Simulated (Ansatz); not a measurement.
A run of Ansatz 0.2.0 is set up as follows.

The input input.yaml:

```yaml
crystal:
  lattice:
    - [-1.443, 1.443, 1.443]
    - [1.443, -1.443, 1.443]
    - [1.443, 1.443, -1.443]
  atoms:
    - { symbol: Fe, position: [0.0, 0.0, 0.0], spin: 3.0 }
hamiltonian:
  xc: pbesol
  pseudopotentials: { kind: paw }
magnetization:
  spin_polarized: true
kpoints:
  mp_grid: { grid: [10, 10, 10] }
scf:
  occupations: { method: fermi_dirac, width: 0.05 }
output:
  forces: true
  stress: true
  eigenvalues: true
  write_density: true
  write_potential: true
  elf: true
  volumetric_format: npy
relax:
  f_tol: 0.01
  max_steps: 40
  cell: { stress_tol: 0.05, p_target: 10.0 }
```

Potentials or basis: Ansatz PAW.

Run with:

```sh
$ ansatz run input.yaml --threads 2 --pin off --max-ram 5632MiB --backend cpu --events-out ev --progress --plain --runs-dir out
```

(1) Predict the relaxed volume.

(2) What does it give for the absolute moment?

Answers

(1) 10.42 Å³/atom.

(2) 2.14 μB per cell.

Caveat: the PAW data sets come from PBE, with cores solved anew for the run's functional, which leaves a small shift of forces and pressure.
